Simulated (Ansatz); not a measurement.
# H4W8C9: the cost of one run

Program: Ansatz 0.2.0. Level of theory: DFT PBE+D3(BJ), plane waves, PAW, scalar-relativistic, no spin polarisation. These are calculated values, not measurements.

1 further run of the same task is left out (for a broken database entry).

## 1. The starting structure

The cell holds 21 atoms (C9H4W8): a = 5.807 Å, b = 5.807 Å, c = 15.242 Å, α = 90.00°, β = 90.00°, γ = 120.00°.

Coordinates:

```xyz
21
Lattice="5.8072 0.0000 0.0000 -2.9036 5.0292 0.0000 0.0000 0.0000 15.2420" Properties=species:S:1:pos:R:3 pbc="T T T"
W     0.0000    0.0000    1.0000
C     1.4518    0.8382    2.4140
W     0.0000    0.0000    3.8280
C     1.4518    0.8382    5.2420
W    -1.4518    2.5146    1.0000
C     0.0000    3.3528    2.4140
W    -1.4518    2.5146    3.8280
C     0.0000    3.3528    5.2420
W     2.9036    0.0000    1.0000
C     4.3554    0.8382    2.4140
W     2.9036    0.0000    3.8280
C     4.3554    0.8382    5.2420
W     1.4518    2.5146    1.0000
C     2.9036    3.3528    2.4140
W     1.4518    2.5146    3.8280
C     2.9036    3.3528    5.2420
C     2.8197    0.8539    7.1520
H     3.2323    1.7977    6.7920
H     1.7960    0.7339    6.7920
H     3.4270    0.0209    6.7920
H     2.8197    0.8539    8.2420
```

## 2. End point A

File input.yaml:

```yaml
crystal:
  lattice:
    - [5.8072, 0.0, 0.0]
    - [-2.9036, 5.029183, 0.0]
    - [0.0, 0.0, 15.242]
  atoms:
    - { symbol: W, position: [0.0, 0.0, 0.0656082] }
    - { symbol: C, position: [0.3333333, 0.1666667, 0.1583782] }
    - { symbol: W, position: [0.0, 0.0, 0.2511481] }
    - { symbol: C, position: [0.3333333, 0.1666667, 0.3439181] }
    - { symbol: W, position: [0.0, 0.5, 0.0656082] }
    - { symbol: C, position: [0.3333333, 0.6666667, 0.1583782] }
    - { symbol: W, position: [0.0, 0.5, 0.2511481] }
    - { symbol: C, position: [0.3333333, 0.6666667, 0.3439181] }
    - { symbol: W, position: [0.5, 0.0, 0.0656082] }
    - { symbol: C, position: [0.8333333, 0.1666667, 0.1583782] }
    - { symbol: W, position: [0.5, 0.0, 0.2511481] }
    - { symbol: C, position: [0.8333333, 0.1666667, 0.3439181] }
    - { symbol: W, position: [0.5, 0.5, 0.0656082] }
    - { symbol: C, position: [0.8333333, 0.6666667, 0.1583782] }
    - { symbol: W, position: [0.5, 0.5, 0.2511481] }
    - { symbol: C, position: [0.8333333, 0.6666667, 0.3439181] }
    - { symbol: C, position: [0.5704514, 0.1697862, 0.4692298] }
    - { symbol: H, position: [0.7353211, 0.3574456, 0.4456108] }
    - { symbol: H, position: [0.3822284, 0.1459259, 0.4456108] }
    - { symbol: H, position: [0.5922041, 0.0041653, 0.4456108] }
    - { symbol: H, position: [0.5704514, 0.1697862, 0.5407427] }
basis:
  ecutwfc: 420.0
kpoints:
  mp_grid: { grid: [5, 5, 1] }
hamiltonian:
  xc: pbe
  dispersion: d3bj
scf:
  occupations: { method: fermi_dirac, width: 0.15 }
  lower_state_search: "off"
relax:
  f_tol: 0.03
  max_steps: 60
  adjacent_minimum: "off"
  constraints: [{ sites: [0, 4, 8, 12] }]
```

On the command line:

```sh
$ ansatz run input.yaml --threads 4 --pin off --max-ram 10240MiB --backend cpu --events-out ev --progress --plain --runs-dir out
```

Q: Estimate wall time and peak memory on 4 threads of Intel Xeon Platinum 8488C (Sapphire Rapids), shared host.

About 76 s, with a peak of 1.4 GiB.
